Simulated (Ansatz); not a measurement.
# CuI: the cost of one run

Program: the Python package of Ansatz 0.2.0. Level of theory: DFT PBEsol, plane waves, PAW. These are calculated values, not measurements.

## 1. Starting point

Symmetry: Cmcm, No. 63, orthorhombic system. The conventional cell has a = 7.466 Å, b = 7.422 Å, c = 4.307 Å, α = 90.00°, β = 90.00°, γ = 90.00°. Cu (site symmetry m2m) is surrounded by 2 Cu at 2.46 Å and 3 I at 2.58 to 2.59 Å. Around I (site symmetry m2m) lie 3 Cu at 2.58 to 2.59 Å.

No structure file is read: the coordinates are typed or built in the script.

## 2. The script

File run_pdos.py:

```python
# -*- coding: utf-8 -*-
"""Which atoms and shells make the states of CuI."""

import warnings

import ansatz as az
import matplotlib.pyplot as plt
import numpy as np

FUNCTIONAL = "pbesol"
OCCUPATIONS = "fixed"
CUTOFF = 420
TOLERANCE = 1e-10
EXTRA_BANDS = 14

warnings.simplefilter("ignore", az.DeckWarning)

cui = (
    az.Lattice.of((3.73317, -3.71109, 0.0), (3.73317, 3.71109, 0.0), (0.0, 0.0, 4.307))
    .atom("Cu", (0.42044, 0.57956, 0.75))
    .atom("Cu", (0.57956, 0.42044, 0.25))
    .atom("I", (0.77004, 0.22996, 0.75))
    .atom("I", (0.22996, 0.77004, 0.25))
)

calc = cui.calculation()
calc = calc.functional(FUNCTIONAL).occupations(OCCUPATIONS)
calc = calc.kpoints(4)
calc = calc.basis(CUTOFF).scf(tolerance=TOLERANCE)
calc = calc.scf(extra_bands=EXTRA_BANDS)
calc = calc.density_of_states(projected=True, energy_step=0.05)
outcome = calc.run()
data = outcome.report

dos = outcome.density_of_states()
energy = np.asarray(dos.energies_ev) - dos.fermi_ev
curves = {}
for site in outcome.projected_density_of_states().sites:
    for shell in site.shells:
        weight = sum(np.sum(curve.g_bin_mean_per_ev, axis=0) for curve in shell.curves)
        name = f"{site.species} {shell.label}"
        curves[name] = curves.get(name, 0) + weight

window = (energy > -6) & (energy < 6)
fig, ax = plt.subplots(figsize=(5.5, 3.5))
for name, g in curves.items():
    if g[window].max() > 0.05:
        ax.plot(energy[window], g[window], label=name, lw=1)
        print(f"{name:8s} peak {g[window].max():7.3f} states/eV at {energy[window][g[window].argmax()]:6.2f} eV")
ax.set(xlabel="E - E_F (eV)", ylabel="states/eV")
ax.legend(fontsize=7)
fig.tight_layout()
fig.savefig("pdos.png", dpi=100)
```

## 3. The input behind the calls

The engine receives this input:

```yaml
crystal:
  lattice:
    - [3.73317, -3.71109, 0.0]
    - [3.73317, 3.71109, 0.0]
    - [0.0, 0.0, 4.307]
  atoms:
    - { symbol: Cu, position: [0.42044, 0.57956, 0.75] }
    - { symbol: Cu, position: [0.57956, 0.42044, 0.25] }
    - { symbol: I, position: [0.77004, 0.22996, 0.75] }
    - { symbol: I, position: [0.22996, 0.77004, 0.25] }
basis:
  ecutwfc: 420.0
kpoints:
  mp_grid:
    grid: [4, 4, 4]
hamiltonian:
  xc: pbesol
scf:
  n_extra_bands: 14
  convergence:
    dr2_threshold: 1.0e-10
  occupations:
    method: fixed
output:
  dos:
    de: 0.05
    projected: true
```

## 4. Launch

On the command line:

```bash
$ python run_pdos.py
```

**Question.** How long does this script take on 1 thread of Arm Neoverse V2, shared host, and how much memory does it need?

About 10 s, with a peak of 0.49 GiB.
